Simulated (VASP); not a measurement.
CoO, 2 atoms in the cell. The structure is tetragonal, space group I4/mmm (No. 139). The conventional cell has a = 3.016 Å, b = 3.016 Å, c = 4.215 Å, α = 90.00°, β = 90.00°, γ = 90.00°. Co (site symmetry 4/mmm) has 6 O at 2.11 to 2.13 Å as nearest neighbours. Around O (site symmetry 4/mmm) lie 6 Co at 2.11 to 2.13 Å. 

```yaml
Program: VASP 6.6.1
Task: relaxation of cell and atoms
Functional: PBEsol
Potentials_or_basis: VASP PAW PBE potentials, release 64 (Co, O)
Cutoff: 600 eV
k_mesh: 9 × 9 × 9
Occupations: fermi-dirac, width 0.05 eV
Spin: collinear spin, ferromagnetic start
Starting_moments: "[2.0, 0.0] μB"
Further_INCAR_settings: ALGO = Normal; EDIFF = 1e-06; IBRION = 2; EDIFFG = -0.005; NSW = 60; ISIF = 3
```

Potentials or basis: VASP PAW PBE potentials, release 64 (Co, O).

Run with:

```bash
$ cat potpaw_PBE.64/Co/POTCAR potpaw_PBE.64/O/POTCAR > POTCAR
$ mpirun -np 1 vasp_std > vasp.out
```

Hardware: 1 thread of Intel(R) Xeon(R) 6975P-C (Granite Rapids), on a shared host.

Task: How long does it take, and how much memory?

Result: Run time: 73 s on 1 thread of Intel(R) Xeon(R) 6975P-C (Granite Rapids), on a shared host, peak memory 0.19 GiB. Counts: scf iterations 79, k points 75, ion steps 9.
